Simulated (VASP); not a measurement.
# SrCl2 (Fm-3m) in VASP: a series of runs

Aim: see how the results for SrCl2 move with the level of theory and the settings. Levels: PBE0, r2SCAN-EpsX, LDA. Tasks: band structure, equation of state.

All numbers are computed with VASP 6.6.1; they aren't measurements. Logs are shortened: lines on timing, memory, paths and dates and some standing lists are left out, and cuts for length are marked.

### Step 1. The structure

It takes space group Fm-3m (No. 225, cubic). Conventional cell: a = 6.977 Å, b = 6.977 Å, c = 6.977 Å, α = 90.00°, β = 90.00°, γ = 90.00°. Sr (site symmetry m-3m) is surrounded by 8 Cl at 3.02 Å. Cl (site symmetry -43m) is surrounded by 4 Sr at 3.02 Å.

### Step 2. Band structure, PBE0

Input file POSCAR:

```
SrCl2
1.0
    0.0000000000      3.4883500000      3.4883500000
    3.4883500000      0.0000000000      3.4883500000
    3.4883500000      3.4883500000      0.0000000000
Sr Cl
1 2
Direct
    0.0000000000      0.0000000000      0.0000000000
    0.7500000000      0.7500000000      0.7500000000
    0.2500000000      0.2500000000      0.2500000000
```

Input file INCAR.step1:

```
ALGO = Normal ; EDIFF = 1E-5
ENCUT = 520 ; GGA = PE
ISIF = 2 ; ISMEAR = 0
KPAR = 4 ; LASPH = T
LCHARG = F ; LREAL = F
LWAVE = T ; NBANDS = 19
NELM = 100 ; PREC = Accurate
SIGMA = 0.02
```

Input file INCAR.step2:

```
AEXX = 0.25 ; ALGO = Normal
EDIFF = 1E-6 ; ENCUT = 520
GGA = PE ; HFRCUT = -1
ISIF = 2 ; ISMEAR = 0
ISTART = 1 ; KPAR = 4
LASPH = T ; LCHARG = F
LHFCALC = T ; LREAL = F
LWAVE = F ; NBANDS = 19
NELM = 100 ; PREC = Accurate
PRECFOCK = Fast ; SIGMA = 0.02
```

Input file KPOINTS:

```
k-points
0
Gamma
  4 4 4
```

Input file KPOINTS_OPT:

```
path GXWKGLUWLK,UX
8
line-mode
reciprocal
 0.0000000000  0.0000000000  0.0000000000  G
 0.5000000000  0.0000000000  0.5000000000  X

 0.5000000000  0.0000000000  0.5000000000  X
 0.5000000000  0.2500000000  0.7500000000  W

 0.5000000000  0.2500000000  0.7500000000  W
 0.3750000000  0.3750000000  0.7500000000  K

 0.3750000000  0.3750000000  0.7500000000  K
 0.0000000000  0.0000000000  0.0000000000  G

 0.0000000000  0.0000000000  0.0000000000  G
 0.5000000000  0.5000000000  0.5000000000  L

 0.5000000000  0.5000000000  0.5000000000  L
 0.6250000000  0.2500000000  0.6250000000  U

 0.6250000000  0.2500000000  0.6250000000  U
 0.5000000000  0.2500000000  0.7500000000  W

 0.5000000000  0.2500000000  0.7500000000  W
 0.5000000000  0.5000000000  0.5000000000  L

 0.5000000000  0.5000000000  0.5000000000  L
 0.3750000000  0.3750000000  0.7500000000  K

 0.6250000000  0.2500000000  0.6250000000  U
 0.5000000000  0.0000000000  0.5000000000  X
```

Potentials or basis: VASP PAW PBE potentials, release 64 (Sr_sv, Cl).

Launch:

```console
$ cat potpaw_PBE.64/Sr_sv/POTCAR potpaw_PBE.64/Cl/POTCAR > POTCAR
$ cp INCAR.step1 INCAR
$ mpirun -np 4 vasp_std > vasp.out
$ cp INCAR.step2 INCAR
$ mpirun -np 4 vasp_std > vasp.out
```

OUTCAR:

```text
AEXX = 0.25
   EDIFF = 1E-6
   ENCUT = 520
   GGA = PE
   ISIF = 2
   ISMEAR = 0
   ISTART = 1
   LASPH = T
   LHFCALC = T
   LREAL = F
   NELM = 100
   PREC = Accurate
   PRECFOCK = Fast

 ion  position               nearest neighbor table
   1  0.000  0.000  0.000-   2 3.02   2 3.02   2 3.02   2 3.02   3 3.02   3 3.02   3 3.02   3 3.02

   2  0.750  0.750  0.750-   1 3.02   1 3.02   1 3.02   1 3.02
   3  0.250  0.250  0.250-   1 3.02   1 3.02   1 3.02   1 3.02

  LATTYP: Found a face centered cubic cell.
 ALAT       =     6.9767000000

  Lattice vectors:

 A1 = (   0.0000000000,   3.4883500000,   3.4883500000)
 A2 = (   3.4883500000,   0.0000000000,   3.4883500000)
 A3 = (   3.4883500000,   3.4883500000,   0.0000000000)

Analysis of symmetry for initial positions (statically):
=====================================================================
 Subroutine PRICEL returns:
 Original cell was already a primitive cell.

 Routine SETGRP: Setting up the symmetry group for a
 face centered cubic supercell.

 Subroutine GETGRP returns: Found 48 space group operations
 (whereof 48 operations were pure point group operations)
 out of a pool of 48 trial point group operations.

The static configuration has the point symmetry O_h .

Analysis of symmetry for dynamics (positions and initial velocities):
=====================================================================
 Subroutine PRICEL returns:
 Original cell was already a primitive cell.

 Routine SETGRP: Setting up the symmetry group for a
 face centered cubic supercell.

 Subroutine GETGRP returns: Found 48 space group operations
 (whereof 48 operations were pure point group operations)
 out of a pool of 48 trial point group operations.

The dynamic configuration has the point symmetry O_h .

 Subroutine INISYM returns: Found 48 space group operations
 (whereof 48 operations are pure point group operations),
 and found     1 'primitive' translations

----------------------------------------------------------------------------------------

                                     Primitive cell

  volume of cell :      84.8966

  direct lattice vectors                    reciprocal lattice vectors
     0.000000000  3.488350000  3.488350000    -0.143334241  0.143334241  0.143334241
     3.488350000  0.000000000  3.488350000     0.143334241 -0.143334241  0.143334241
     3.488350000  3.488350000  0.000000000     0.143334241  0.143334241 -0.143334241

  length of vectors
     4.933271880  4.933271880  4.933271880     0.248262188  0.248262188  0.248262188

  position of ions in fractional coordinates (direct lattice)
     0.000000000  0.000000000  0.000000000
     0.750000000  0.750000000  0.750000000
     0.250000000  0.250000000  0.250000000

  ion indices of the primitive-cell ions
   primitive index   ion index
                 1           1
                 2           2
                 3           3

----------------------------------------------------------------------------------------

 KPOINTS: k-points

Automatic generation of k-mesh.
 Grid dimensions read from file:
 generate k-points for:    4    4    4

 Generating k-lattice:

  Cartesian coordinates                     Fractional coordinates (reciprocal lattice)
    -0.035833560  0.035833560  0.035833560     0.250000000  0.000000000  0.000000000
     0.035833560 -0.035833560  0.035833560     0.000000000  0.250000000  0.000000000
     0.035833560  0.035833560 -0.035833560     0.000000000  0.000000000  0.250000000

  Length of vectors
     0.062065547  0.062065547  0.062065547

  Shift w.r.t. Gamma in fractional coordinates (k-lattice)
     0.000000000  0.000000000  0.000000000

 Subroutine IBZKPT returns following result:
 ===========================================

 Found      8 irreducible k-points:

 Following reciprocal coordinates:
            Coordinates               Weight
  0.000000  0.000000  0.000000      1.000000
  0.250000  0.000000  0.000000      8.000000
  0.500000  0.000000  0.000000      4.000000
  0.250000  0.250000  0.000000      6.000000
  0.500000  0.250000  0.000000     24.000000
 -0.250000  0.250000  0.000000     12.000000
  0.500000  0.500000  0.000000      3.000000
 -0.250000  0.500000  0.250000      6.000000
   k-points           NKPTS =      8   k-points in BZ     NKDIM =     64   number of bands    NBANDS=     19
   number of dos      NEDOS =    301   number of ions     NIONS =      3
   total plane-waves  NPLWV =  64000
   dimension x,y,z NGX =    40 NGY =   40 NGZ =   40
   dimension x,y,z NGXF=    80 NGYF=   80 NGZF=   80
   ions per type =               1   2
   NGX,Y,Z   is equivalent  to a cutoff of  13.48, 13.48, 13.48 a.u.
   NGXF,Y,Z  is equivalent  to a cutoff of  26.96, 26.96, 26.96 a.u.
 SYSTEM =  unknown system
   PREC   = accura    normal or accurate (medium, high low for compatibility)
   ISTART =      1    job   : 0-new  1-cont  2-samecut
   ICHARG =      0    charge: 1-file 2-atom 10-const
   ISPIN  =      1    spin polarized calculation?
   LNONCOLLINEAR =      F non collinear calculations
   LSORBIT =      F    spin-orbit coupling
   LASPH  =      T    aspherical Exc in radial PAW
   ENCUT  =  520.0 eV  38.22 Ry    6.18 a.u.   9.17  9.17  9.17*2*pi/ulx,y,z
   NELM   =    100;   NELMIN=  2; NELMDL=  0     # of ELM steps
   EDIFF  = 0.1E-05   stopping-criterion for ELM
   LREAL  =      F    real-space projection
   EDIFFG = 0.1E-04   stopping-criterion for IOM
   NSW    =      0    number of steps for IOM
   IBRION =     -1    ionic relax: 0-MD 1-quasi-New 2-CG
   NFREE  =      0    steps in history (QN), initial steepest desc. (CG)
   ISIF   =      2    stress and relaxation
   ISYM   =      3    0-nonsym 1-usesym 2-fastsym
   POTIM  = 0.5000    time-step for ionic-motion
   TEBEG  =    0.0;   TEEND  =   0.0 temperature during run
   PSTRESS=    0.0 pullay stress
   NELECT =      24.0000    total number of electrons
   NUPDOWN=      -1.0000    fix difference up-down
   EMIN   =  10.00;   EMAX   =-10.00  energy-range for DOS
   EFERMI =   0.00;   METHOD = LEGACY
   ISMEAR =     0;   SIGMA  =   0.02  broadening in eV -4-tet -1-fermi 0-gaus
   EFERMI_NEDOS =   21; number of points for ismear=-14 and -15
   IALGO  =     38    algorithm
   IMIX   =      1    mixing-type and parameters
     AMIX     =   0.40;   BMIX     =  1.00
     AMIX_MAG =   1.60;   BMIX_MAG =  1.00
  volume/ion in A,a.u.               =      28.30       190.97
  Fermi-wavevector in a.u.,A,eV,Ry     =   1.074439  2.030396 15.706833  1.154420
  Thomas-Fermi vector in A             =   2.210267
   LORBIT       =      0    0 simple, 1 ext, 2 COOP (PROOUT), +10 PAW based schemes
   GGA     = PE    functional components
   LHFCALC =     T    Hartree Fock is set to
   PRECFOCK=fast      Normal, Fast or Accurate (Low or Medium for compatibility)
   ENCUT4O =  -1.0   cutoff for four orbital integrals eV
   NKREDX  =     1    reduce k-point grid by
   NKREDY  =     1    reduce k-point grid by
   NKREDZ  =     1    reduce k-point grid by
   AEXX    =    0.2500 exact exchange contribution
   HFSCREEN=    0.0000 screening length (either q_TF or 0.3 A-1)
   HFSCREENC=   0.0000 screening length for correlation (either q_TF or 0.3 A-1)
   ENCUTFOCK=  -1.0 apply spherical cutoff to Coloumb kernel
   IVDW    =     0    specifies the selected vdW correction
   LEPSILON=     F    determine dielectric tensor
   LRPA    =     F    only Hartree local field effects (RPA)
 non-spin polarized calculation
 Gauss-broadening in eV      SIGMA  =   0.02
  energy-cutoff  :      520.00
  volume of cell :       84.90
 maximum number of plane-waves:      2302
 NGX is ok and might be reduce to    40
  NGX = 20; NGY = 20; NGZ = 20

 number of electron      24.0000003 magnetization

 Free energy of the ion-electron system (eV)
  ---------------------------------------------------
  ext. energy  EPLUGINS =         0.00000000
  ---------------------------------------------------
  free energy    TOTEN  =       -15.50749463 eV

  energy without entropy =      -15.50749463  energy(sigma->0) =      -15.50749463

 E-fermi :  -1.0604     XC(G=0):  -6.5262

 val. band max:       -1.1615251219   @ k =   0.5000   0.5000   0.0000
 cond. band min:       6.1776547078   @ k =   0.0000   0.0000   0.0000
 fundamental gap:      7.3391798297
 Fermi energy:        -1.0603787617

 k-point     1 :       0.0000    0.0000    0.0000
  band No.  band energies     occupation
      1     -36.1525      2.00000
      2     -16.8597      2.00000
      3     -16.8597      2.00000
      4     -16.8597      2.00000
      5     -15.7570      2.00000
      6     -14.8299      2.00000
[... 11 lines left out ...]
     18       9.9683      0.00000
     19      10.6486      0.00000

 k-point     2 :       0.2500    0.0000    0.0000
  band No.  band energies     occupation
      1     -36.1506      2.00000
      2     -17.1048      2.00000
      3     -16.8686      2.00000
      4     -16.8686      2.00000
      5     -15.4049      2.00000
      6     -14.9231      2.00000
[... 11 lines left out ...]
     18       9.8060      0.00000
     19      10.7851      0.00000

 k-point     3 :       0.5000    0.0000    0.0000
  band No.  band energies     occupation
      1     -36.1487      2.00000
      2     -17.2623      2.00000
      3     -16.8774      2.00000
      4     -16.8774      2.00000
      5     -15.3227      2.00000
      6     -14.8194      2.00000
[... 11 lines left out ...]
     18       9.8682      0.00000
     19       9.8682      0.00000

 k-point     4 :       0.2500    0.2500    0.0000
  band No.  band energies     occupation
      1     -36.1500      2.00000
      2     -17.1603      2.00000
      3     -16.8807      2.00000
      4     -16.8807      2.00000
      5     -15.2417      2.00000
      6     -15.0011      2.00000
[... 11 lines left out ...]
     18       9.7115      0.00000
     19      10.1543      0.00000

 k-point     5 :       0.5000    0.2500    0.0000
  band No.  band energies     occupation
      1     -36.1481      2.00000
      2     -17.2374      2.00000
      3     -16.9914      2.00000
      4     -16.8893      2.00000
      5     -15.1066      2.00000
      6     -14.9190      2.00000
[... 11 lines left out ...]
     18      10.0314      0.00000
     19      10.7987      0.00000

 k-point     6 :      -0.2500    0.2500    0.0000
  band No.  band energies     occupation
      1     -36.1488      2.00000
      2     -17.1654      2.00000
      3     -17.0186      2.00000
      4     -16.8774      2.00000
      5     -15.1114      2.00000
      6     -14.9813      2.00000
[... 11 lines left out ...]
     18       9.7820      0.00000
     19      11.0251      0.00000

 k-point     7 :       0.5000    0.5000    0.0000
  band No.  band energies     occupation
      1     -36.1474      2.00000
      2     -17.3505      2.00000
      3     -16.9013      2.00000
      4     -16.9013      2.00000
      5     -15.1605      2.00000
      6     -14.8162      2.00000
[... 11 lines left out ...]
     18       9.6269      0.00000
     19      11.1025      0.00000

 k-point     8 :      -0.2500    0.5000    0.2500
  band No.  band energies     occupation
      1     -36.1475      2.00000
      2     -17.1473      2.00000
      3     -17.1473      2.00000
      4     -16.9017      2.00000
      5     -14.9670      2.00000
      6     -14.9670      2.00000
[... 11 lines left out ...]
     18      10.6685      0.00000
     19      11.7331      0.00000

------------------------ aborting loop because EDIFF is reached ----------------------------------------

  FORCE on cell =-STRESS in cart. coord.  units (eV):
  Direction    XX          YY          ZZ          XY          YZ          ZX
  --------------------------------------------------------------------------------------
  -------------------------------------------------------------------------------------
  Total        0.2587731      0.2587731      0.2587731      0.0000000      0.0000000      0.0000000
  in kB        4.8835937      4.8835937      4.8835937      0.0000000      0.0000000      0.0000000
  external PRESSURE =       4.8835937 kB  Pullay stress =       0.0000000 kB

 VOLUME and BASIS-vectors are now :
 -----------------------------------------------------------------------------
  energy-cutoff  :      520.00
  volume of cell :       84.90
      direct lattice vectors                 reciprocal lattice vectors
     0.000000000  3.488350000  3.488350000    -0.143334241  0.143334241  0.143334241
     3.488350000  0.000000000  3.488350000     0.143334241 -0.143334241  0.143334241
     3.488350000  3.488350000  0.000000000     0.143334241  0.143334241 -0.143334241

 POSITION                                       TOTAL-FORCE (eV/Angst)
 -----------------------------------------------------------------------------------
      0.00000      0.00000      0.00000         0.000000     -0.000000     -0.000000
      5.23252      5.23252      5.23252         0.000000      0.000000      0.000000
      1.74418      1.74418      1.74418        -0.000000     -0.000000     -0.000000
 -----------------------------------------------------------------------------------
    total drift:                                0.000001      0.000000      0.000000

  FREE ENERGIE OF THE ION-ELECTRON SYSTEM (eV)
  ---------------------------------------------------
  free  energy   TOTEN  =       -15.5074946295 eV

  energy  without entropy=      -15.5074946295  energy(sigma->0) =      -15.50749463
```

It took 5.8 min on 4 MPI ranks of Intel Xeon 6975P-C (Granite Rapids), shared host; peak memory 0.28 GiB.

What came out:

| Property | Result |
| --- | --- |
| Free energy | -15.5075 eV |
| Pressure | 0.5 GPa |
| Band gap on the k mesh | 7.34 eV, indirect (least direct gap 7.56 eV) |
| Band gap along the path | 7.34 eV, indirect (least direct gap 7.56 eV) |

Levels at the corners of the path, in eV from the valence-band top:
| point | band 8 | band 9 | band 10 | band 11 | band 12 | band 13 | band 14 | band 15 | band 16 | band 17 |
| --- | --- | --- | --- | --- | --- | --- | --- | --- | --- | --- |
| Γ | -2.31 | -2.31 | -0.37 | -0.37 | -0.37 | 7.34 | 8.27 | 8.27 | 11.13 | 11.13 |
| X | -2.06 | -2.06 | -0.43 | -0.43 | 0.00 | 7.56 | 9.31 | 9.97 | 10.37 | 10.37 |
| X | -2.06 | -2.06 | -0.43 | -0.43 | 0.00 | 7.56 | 9.31 | 9.97 | 10.37 | 10.37 |
| W | -2.42 | -1.32 | -1.32 | -0.33 | -0.11 | 8.33 | 9.27 | 9.48 | 9.48 | 10.51 |
| W | -2.42 | -1.32 | -1.32 | -0.33 | -0.11 | 8.33 | 9.27 | 9.48 | 9.48 | 10.51 |
| K | -2.08 | -1.88 | -0.77 | -0.58 | -0.12 | 8.04 | 9.39 | 9.64 | 9.88 | 10.49 |
| K | -2.08 | -1.88 | -0.77 | -0.58 | -0.12 | 8.04 | 9.39 | 9.64 | 9.88 | 10.49 |
| Γ | -2.31 | -2.31 | -0.37 | -0.37 | -0.37 | 7.34 | 8.27 | 8.27 | 11.13 | 11.13 |
| Γ | -2.31 | -2.31 | -0.37 | -0.37 | -0.37 | 7.34 | 8.27 | 8.27 | 11.13 | 11.13 |
| L | -1.69 | -1.61 | -1.43 | -1.15 | -1.15 | 8.96 | 8.96 | 9.85 | 9.86 | 11.03 |
| L | -1.69 | -1.61 | -1.43 | -1.15 | -1.15 | 8.96 | 8.96 | 9.85 | 9.86 | 11.03 |
| U | -2.08 | -1.88 | -0.77 | -0.58 | -0.12 | 8.04 | 9.39 | 9.64 | 9.88 | 10.49 |
| U | -2.08 | -1.88 | -0.77 | -0.58 | -0.12 | 8.04 | 9.39 | 9.64 | 9.88 | 10.49 |
| W | -2.42 | -1.32 | -1.32 | -0.33 | -0.11 | 8.33 | 9.27 | 9.48 | 9.48 | 10.51 |
| W | -2.42 | -1.32 | -1.32 | -0.33 | -0.11 | 8.33 | 9.27 | 9.48 | 9.48 | 10.51 |
| L | -1.69 | -1.61 | -1.43 | -1.15 | -1.15 | 8.96 | 8.96 | 9.85 | 9.86 | 11.03 |
| L | -1.69 | -1.61 | -1.43 | -1.15 | -1.15 | 8.96 | 8.96 | 9.85 | 9.86 | 11.03 |
| K | -2.08 | -1.88 | -0.77 | -0.58 | -0.12 | 8.04 | 9.39 | 9.64 | 9.88 | 10.49 |
| U | -2.08 | -1.88 | -0.77 | -0.58 | -0.12 | 8.04 | 9.39 | 9.64 | 9.88 | 10.49 |
| X | -2.06 | -2.06 | -0.43 | -0.43 | 0.00 | 7.56 | 9.31 | 9.97 | 10.37 | 10.37 |

Caveat: the PAW data sets were made with another functional, which shifts forces and pressure a little.

(Part 1 of 2 ends here.)
